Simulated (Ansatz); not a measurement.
The system is CuO.

```
Cu O
1.0
     2.87950    0.00000    0.00000
     0.03907    2.87928    0.00000
     0.01750    0.01724    5.17634
Cu O
2 2
Cartesian
  0.0195 1.4396 0.0000
  1.4485 0.0086 2.5882
  2.8881 0.0177 3.8817
  0.0479 2.8788 1.2947
```

The cell comes from a database or a generator and needn't be the stable form of this composition.

Base run:

| Property | Result |
| --- | --- |
| Program | Ansatz 0.2.0 |
| Functional | PBEsol |
| Potentials or basis | all-electron LAPW, scalar-relativistic |
| Cutoff | 413 eV |
| Density cutoff | 1653 eV |
| Basis error allowed | 0.002 eV/atom |
| k mesh | 9 × 9 × 5 |
| Occupations | fermi-dirac, width 0.05 eV |
| Spin | no spin polarisation |

Its results: pressure -2.0 GPa; largest force 0.013 eV/Å.

Q: The run is repeated on the same cell with these changes: functional from PBEsol to LDA. What comes out?

A: Pressure -8.3 GPa; largest force 0.015 eV/Å.

LDA binds more tightly than PBEsol, so the same cell stands under less pressure.

Caveats: the run has no spin polarisation, though such a crystal can be magnetic.

Not every run made on this cell is shown here.
